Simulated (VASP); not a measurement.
# In2O3 (R-3c) in VASP: relaxation of cell and atoms with LDA

Aim: the relaxation of cell and atoms of In2O3 with LDA.

Everything below comes from runs of VASP 6.6.1. Logs are shortened: lines on timing, memory, paths and dates and some standing lists are left out, and cuts for length are marked.

## Step 1: The crystal as given

Symmetry: R-3c, No. 167, trigonal system. The conventional cell has a = 5.487 Å, b = 5.487 Å, c = 14.510 Å, α = 90.00°, β = 90.00°, γ = 120.00°. In (site symmetry 3) has 6 O at 2.12 to 2.26 Å as nearest neighbours. O (site symmetry 2) has 4 In at 2.12 to 2.26 Å as nearest neighbours.

## Step 2: Relaxation of cell and atoms, LDA

INCAR

```
PREC     = Accurate       # precision mode
ENCUT    = 600            # plane-wave cutoff, eV
EDIFF    = 1E-6           # SCF threshold, eV
ISMEAR   = 0              # smearing method
SIGMA    = 0.02           # smearing width, eV
LREAL    = False          # projectors in reciprocal space
LASPH    = True           # aspherical terms in the spheres
NELM     = 60             # most SCF steps
ALGO     = Fast           # electronic algorithm
ISIF     = 3              # what is computed and relaxed
LWAVE    = False          # write WAVECAR
LCHARG   = False          # write CHGCAR
GGA      = CA             # functional
IBRION   = 2              # ionic algorithm
NSW      = 40             # ionic steps
EDIFFG   = -0.005         # ionic threshold
KPAR     = 4
```

KPOINTS

```
Automatic mesh
0
Gamma
  6 6 6
```

POSCAR

```
In2O3
1.0
    2.7435000000      1.5839604635      4.8366666667
   -2.7435000000      1.5839604635      4.8366666667
    0.0000000000     -3.1679209270      4.8366666667
In O
4 6
Direct
    0.8573100000      0.8573100000      0.8573100000
    0.6426900000      0.6426900000      0.6426900000
    0.1426900000      0.1426900000      0.1426900000
    0.3573100000      0.3573100000      0.3573100000
    0.0480000000      0.7500000000      0.4520000000
    0.7500000000      0.4520000000      0.0480000000
    0.4520000000      0.0480000000      0.7500000000
    0.9520000000      0.2500000000      0.5480000000
    0.2500000000      0.5480000000      0.9520000000
    0.5480000000      0.9520000000      0.2500000000
```

Potentials or basis: VASP PAW LDA potentials, release 64 (In_d, O).

Launch:

```
> cat potpaw_LDA.64/In_d/POTCAR potpaw_LDA.64/O/POTCAR > POTCAR
> mpirun -np 4 vasp_std > vasp.out
```

OUTCAR:

```text
PREC = Accurate
   ENCUT = 600
   EDIFF = 1E-6
   ISMEAR = 0
   LREAL = False
   LASPH = True
   NELM = 60
   ISIF = 3
   GGA = CA
   IBRION = 2
   NSW = 40
   EDIFFG = -0.005

 ion  position               nearest neighbor table
   1  0.857  0.857  0.857-   8 2.12  10 2.12   9 2.12   6 2.26   5 2.26   7 2.26   2 3.11   3 3.24
                             3 3.24   3 3.24   2 3.61   2 3.61   2 3.61   4 3.99   4 3.99   4 3.99
   2  0.643  0.643  0.643-   9 2.12  10 2.12   8 2.12   6 2.26   5 2.26   7 2.26   1 3.11   4 3.24
                             4 3.24   4 3.24   1 3.61   1 3.61   1 3.61   3 3.99   3 3.99   3 3.99
   3  0.143  0.143  0.143-   5 2.12   7 2.12   6 2.12   8 2.26   9 2.26  10 2.26   4 3.11   1 3.24
                             1 3.24   1 3.24   4 3.61   4 3.61   4 3.61   2 3.99   2 3.99   2 3.99
   4  0.357  0.357  0.357-   6 2.12   7 2.12   5 2.12   8 2.26   9 2.26  10 2.26   3 3.11   2 3.24
                             2 3.24   2 3.24   3 3.61   3 3.61   3 3.61   1 3.99   1 3.99   1 3.99
   5  0.048  0.750  0.452-   3 2.12   4 2.12   1 2.26   2 2.26
   6  0.750  0.452  0.048-   4 2.12   3 2.12   1 2.26   2 2.26
   7  0.452  0.048  0.750-   3 2.12   4 2.12   1 2.26   2 2.26
   8  0.952  0.250  0.548-   1 2.12   2 2.12   3 2.26   4 2.26
   9  0.250  0.548  0.952-   2 2.12   1 2.12   3 2.26   4 2.26
  10  0.548  0.952  0.250-   1 2.12   2 2.12   3 2.26   4 2.26

  LATTYP: Found a trigonal (rhomboedric) cell.
 ALAT       =     5.7817875648
 COS(alpha) =     0.5496857780

  Lattice vectors:

 A1 = (   2.7435000000,   1.5839604635,   4.8366666667)
 A2 = (  -2.7435000000,   1.5839604635,   4.8366666667)
 A3 = (   0.0000000000,  -3.1679209270,   4.8366666667)

Analysis of symmetry for initial positions (statically):
=====================================================================
 Subroutine PRICEL returns:
 Original cell was already a primitive cell.

 Routine SETGRP: Setting up the symmetry group for a
 trigonal (rhombohedral) supercell.

 Subroutine GETGRP returns: Found 12 space group operations
 (whereof  6 operations were pure point group operations)
 out of a pool of 12 trial point group operations.

The static configuration has the point symmetry S_6 .
 The point group associated with its full space group is D_3d.

Analysis of symmetry for dynamics (positions and initial velocities):
=====================================================================
 Subroutine PRICEL returns:
 Original cell was already a primitive cell.

 Routine SETGRP: Setting up the symmetry group for a
 trigonal (rhombohedral) supercell.

 Subroutine GETGRP returns: Found 12 space group operations
 (whereof  6 operations were pure point group operations)
 out of a pool of 12 trial point group operations.

The dynamic configuration has the point symmetry S_6 .
 The point group associated with its full space group is D_3d.

 Subroutine INISYM returns: Found 12 space group operations
 (whereof  6 operations are pure point group operations),
 and found     1 'primitive' translations

----------------------------------------------------------------------------------------

                                     Primitive cell

  volume of cell :     126.1092

  direct lattice vectors                    reciprocal lattice vectors
     2.743500000  1.583960463  4.836666667     0.182248952  0.105221482  0.068917988
    -2.743500000  1.583960463  4.836666667    -0.182248952  0.105221482  0.068917988
     0.000000000 -3.167920927  4.836666667     0.000000000 -0.210442963  0.068917988

  length of vectors
     5.781787565  5.781787565  5.781787565     0.221440578  0.221440578  0.221440578

  position of ions in fractional coordinates (direct lattice)
     0.857310000  0.857310000  0.857310000
     0.642690000  0.642690000  0.642690000
     0.142690000  0.142690000  0.142690000
     0.357310000  0.357310000  0.357310000
     0.048000000  0.750000000  0.452000000
     0.750000000  0.452000000  0.048000000
     0.452000000  0.048000000  0.750000000
     0.952000000  0.250000000  0.548000000
     0.250000000  0.548000000  0.952000000
     0.548000000  0.952000000  0.250000000

  ion indices of the primitive-cell ions
   primitive index   ion index
                 1           1
                 2           2
                 3           3
                 4           4
                 5           5
                 6           6
                 7           7
                 8           8
                 9           9
                10          10

----------------------------------------------------------------------------------------

 KPOINTS: Automatic mesh

Automatic generation of k-mesh.
 Grid dimensions read from file:
 generate k-points for:    6    6    6

 Generating k-lattice:

  Cartesian coordinates                     Fractional coordinates (reciprocal lattice)
     0.030374825  0.017536914  0.011486331     0.166666667 -0.000000000 -0.000000000
    -0.030374825  0.017536914  0.011486331    -0.000000000  0.166666667 -0.000000000
     0.000000000 -0.035073827  0.011486331    -0.000000000 -0.000000000  0.166666667

  Length of vectors
     0.036906763  0.036906763  0.036906763

  Shift w.r.t. Gamma in fractional coordinates (k-lattice)
     0.000000000  0.000000000  0.000000000

 Subroutine IBZKPT returns following result:
 ===========================================

 Found     32 irreducible k-points:

 Following reciprocal coordinates:
            Coordinates               Weight
  0.000000  0.000000  0.000000      1.000000
  0.166667 -0.000000  0.000000      6.000000
  0.333333 -0.000000  0.000000      6.000000
  0.500000 -0.000000  0.000000      3.000000
  0.166667  0.166667  0.000000      6.000000
  0.333333  0.166667 -0.000000     12.000000
[... 16 lines left out ...]
  0.500000  0.500000  0.166667      6.000000
 -0.333333  0.500000  0.166667     12.000000
 [... further k-points ...]
   k-points           NKPTS =     32   k-points in BZ     NKDIM =     32   number of bands    NBANDS=     52
   number of dos      NEDOS =    301   number of ions     NIONS =     10
   total plane-waves  NPLWV = 110592
   dimension x,y,z NGX =    48 NGY =   48 NGZ =   48
   dimension x,y,z NGXF=    96 NGYF=   96 NGZF=   96
   ions per type =               4   6
   NGX,Y,Z   is equivalent  to a cutoff of  13.80, 13.80, 13.80 a.u.
   NGXF,Y,Z  is equivalent  to a cutoff of  27.60, 27.60, 27.60 a.u.
 SYSTEM =  unknown system
   PREC   = accura    normal or accurate (medium, high low for compatibility)
   ISTART =      0    job   : 0-new  1-cont  2-samecut
   ICHARG =      2    charge: 1-file 2-atom 10-const
   ISPIN  =      1    spin polarized calculation?
   LNONCOLLINEAR =      F non collinear calculations
   LSORBIT =      F    spin-orbit coupling
   LASPH  =      T    aspherical Exc in radial PAW
   ENCUT  =  600.0 eV  44.10 Ry    6.64 a.u.  11.55 11.55 11.55*2*pi/ulx,y,z
   NELM   =     60;   NELMIN=  2; NELMDL= -5     # of ELM steps
   EDIFF  = 0.1E-05   stopping-criterion for ELM
   LREAL  =      F    real-space projection
   EDIFFG = -.5E-02   stopping-criterion for IOM
   NSW    =     40    number of steps for IOM
   IBRION =      2    ionic relax: 0-MD 1-quasi-New 2-CG
   NFREE  =      1    steps in history (QN), initial steepest desc. (CG)
   ISIF   =      3    stress and relaxation
   ISYM   =      2    0-nonsym 1-usesym 2-fastsym
   POTIM  = 0.5000    time-step for ionic-motion
   TEBEG  =    0.0;   TEEND  =   0.0 temperature during run
   PSTRESS=    0.0 pullay stress
   NELECT =      88.0000    total number of electrons
   NUPDOWN=      -1.0000    fix difference up-down
   EMIN   =  10.00;   EMAX   =-10.00  energy-range for DOS
   EFERMI =   0.00;   METHOD = LEGACY
   ISMEAR =     0;   SIGMA  =   0.02  broadening in eV -4-tet -1-fermi 0-gaus
   EFERMI_NEDOS =   21; number of points for ismear=-14 and -15
   IALGO  =     68    algorithm
   IMIX   =      4    mixing-type and parameters
     AMIX     =   0.40;   BMIX     =  1.00
     AMIX_MAG =   1.60;   BMIX_MAG =  1.00
  volume/ion in A,a.u.               =      12.61        85.10
  Fermi-wavevector in a.u.,A,eV,Ry     =   1.452068  2.744010 28.687886  2.108500
  Thomas-Fermi vector in A             =   2.569492
   LORBIT       =      0    0 simple, 1 ext, 2 COOP (PROOUT), +10 PAW based schemes
   GGA     = CA    functional components
   LHFCALC =     F    Hartree Fock is set to
   AEXX    =    0.0000 exact exchange contribution
   IVDW    =     0    specifies the selected vdW correction
   LEPSILON=     F    determine dielectric tensor
   LRPA    =     F    only Hartree local field effects (RPA)
 conjugate gradient relaxation of ions
 non-spin polarized calculation
 RMM-DIIS sequential band-by-band and
 Gauss-broadening in eV      SIGMA  =   0.02
  energy-cutoff  :      600.00
  volume of cell :      126.11
 maximum number of plane-waves:      4227
 NGX is ok and might be reduce to    48
   NGX = 23   NGY = 23   NGZ = 23

--------------------------------------- Ionic step        1  -------------------------------------------

 number of electron      88.0000008 magnetization

 Free energy of the ion-electron system (eV)
  ---------------------------------------------------
  ext. energy  EPLUGINS =         0.00000000
  ---------------------------------------------------
  free energy    TOTEN  =       -63.65860719 eV

  energy without entropy =      -63.65860719  energy(sigma->0) =      -63.65860719

------------------------ aborting loop because EDIFF is reached ----------------------------------------

  FORCE on cell =-STRESS in cart. coord.  units (eV):
  Direction    XX          YY          ZZ          XY          YZ          ZX
  --------------------------------------------------------------------------------------
  -------------------------------------------------------------------------------------
  Total       -1.9205829     -1.9205829     -2.3171133     -0.0000000      0.0000000      0.0000000
  in kB      -24.4003996    -24.4003996    -29.4381926     -0.0000000      0.0000000      0.0000000
  external PRESSURE =     -26.0796640 kB  Pullay stress =       0.0000000 kB
[... 113 lines left out ...]
  FREE ENERGIE OF THE ION-ELECTRON SYSTEM (eV)
  ---------------------------------------------------
  free  energy   TOTEN  =       -63.6787275140 eV

  energy  without entropy=      -63.6787275140  energy(sigma->0) =      -63.67872751

[... ionic steps 4 to 12 ...]

--------------------------------------- Ionic step       13  -------------------------------------------

 number of electron      87.9999995 magnetization

------------------------ aborting loop because EDIFF is reached ----------------------------------------

  FORCE on cell =-STRESS in cart. coord.  units (eV):
  Direction    XX          YY          ZZ          XY          YZ          ZX
  --------------------------------------------------------------------------------------
  -------------------------------------------------------------------------------------
  Total        0.0509760      0.0509760      0.0130599      0.0000000      0.0000000      0.0000000
  in kB        0.6581195      0.6581195      0.1686076      0.0000000      0.0000000      0.0000000
  external PRESSURE =       0.4949489 kB  Pullay stress =       0.0000000 kB
[... 73 lines left out ...]
  energy  without entropy=      -63.6821652188  energy(sigma->0) =      -63.68216522

--------------------------------------- Ionic step       15  -------------------------------------------

 number of electron      87.9999995 magnetization

 Free energy of the ion-electron system (eV)
  ---------------------------------------------------
  ext. energy  EPLUGINS =         0.00000000
  ---------------------------------------------------
  free energy    TOTEN  =       -63.68216707 eV

  energy without entropy =      -63.68216707  energy(sigma->0) =      -63.68216707

 E-fermi :   5.6481     XC(G=0): -11.8427

 val. band max:        5.5092149098   @ k =   0.3333  -0.0000   0.0000
 cond. band min:       6.8036914326   @ k =   0.0000   0.0000   0.0000
 fundamental gap:      1.2944765228
 Fermi energy:         5.6480913268

 k-point     1 :       0.0000    0.0000    0.0000
  band No.  band energies     occupation
      1     -12.0310      2.00000
      2     -11.0576      2.00000
      3     -11.0576      2.00000
      4     -10.8155      2.00000
      5     -10.8155      2.00000
      6     -10.7162      2.00000
[... 1309 lines left out ...]
     51      14.2451      0.00000
     52      14.9825      0.00000

 [... further k-points ...]

------------------------ aborting loop because EDIFF is reached ----------------------------------------

  FORCE on cell =-STRESS in cart. coord.  units (eV):
  Direction    XX          YY          ZZ          XY          YZ          ZX
  --------------------------------------------------------------------------------------
  -------------------------------------------------------------------------------------
  Total        0.0439933      0.0439933      0.0284482      0.0000000     -0.0000000      0.0000000
  in kB        0.5679714      0.5679714      0.3672774      0.0000000     -0.0000000      0.0000000
  external PRESSURE =       0.5010734 kB  Pullay stress =       0.0000000 kB
[... 25 lines left out ...]
  FREE ENERGIE OF THE ION-ELECTRON SYSTEM (eV)
  ---------------------------------------------------
  free  energy   TOTEN  =       -63.6821670702 eV

  energy  without entropy=      -63.6821670702  energy(sigma->0) =      -63.68216707

 reached required accuracy - stopping structural energy minimisation
```

Wall time 14 min (4 MPI ranks of Intel Xeon Platinum 8488C (Sapphire Rapids), shared host); peak memory 0.38 GiB.

Results:

| Quantity | Value |
| --- | --- |
| Free energy | -63.6822 eV |
| Relaxed volume | 12.41 Å³/atom |
| Relaxed cell | a = 5.740 Å, b = 5.740 Å, c = 5.740 Å, α = 56.88°, β = 56.88°, γ = 56.88° |
| Space group after relaxing (to 0.05 Å) | R-3c (No. 167) |
| Energy gained by relaxing | 2.4 meV/atom |
| Ionic steps | 15 |
| Pressure after relaxing | 0.1 GPa |
| Band gap on the k mesh | 1.29 eV, indirect (least direct gap 1.33 eV) |

Forces in eV/Å, atoms in the order of the input:
```
In   0.000  0.000  0.002
In   0.000  0.000 -0.002
In   0.000  0.000 -0.002
In   0.000  0.000  0.002
O   -0.001 -0.002  0.000
O   -0.001  0.002  0.000
O    0.003  0.000  0.000
O    0.001  0.002  0.000
O    0.001 -0.002  0.000
O   -0.003  0.000  0.000
```

The path:
```csv
step,energy change (eV),largest force (eV/Å),pressure (GPa),volume (Å³)
1,0.0000,0.1737,-2.61,126.11
2,-0.0050,0.1039,2.92,122.40
3,-0.0201,0.1038,0.26,124.09
4,-0.0224,0.0564,0.03,124.20
5,-0.0225,0.0715,-0.01,124.24
6,-0.0232,0.0340,-0.06,124.26
7,-0.0234,0.0074,-0.12,124.27
8,-0.0235,0.0042,0.10,124.09
9,-0.0235,0.0089,0.05,124.11
10,-0.0235,0.0021,0.09,124.10
11,-0.0235,0.0092,0.10,124.11
12,-0.0236,0.0028,0.05,124.10
13,-0.0236,0.0038,0.05,124.10
14,-0.0236,0.0081,0.05,124.10
15,-0.0236,0.0028,0.05,124.10
```

Final structure:
```xyz
10
Lattice="2.7336 1.5782 4.7942 -2.7336 1.5782 4.7942 0.0000 -3.1565 4.7942" Properties=species:S:1:pos:R:3 pbc="T T T"
In    0.0000    0.0000   12.3355
In    0.0000    0.0000    9.2386
In    0.0000    0.0000    2.0473
In    0.0000    0.0000    5.1441
O    -1.9257   -0.1789    5.9928
O     0.8079    1.7571    5.9928
O     1.1178   -1.5782    5.9928
O     1.9257    0.1789    8.3899
O    -0.8079   -1.7571    8.3899
O    -1.1178    1.5782    8.3899
```

Caveat: spin-orbit coupling is left out, which moves the levels of the heavy elements.

## Step 3: For comparison

An earlier run on the cell as given: functional PBE; potentials or basis VASP PAW PBE potentials, release 64 (In_d, O); cutoff 520 eV; k mesh 6 × 6 × 6; occupations fermi-dirac, width 0.05 eV; no spin polarisation.

* Pressure: 9.0 GPa
* Largest force: 0.139 eV/Å
* Band gap on the k mesh: 1.30 eV, indirect (least direct gap 1.34 eV)
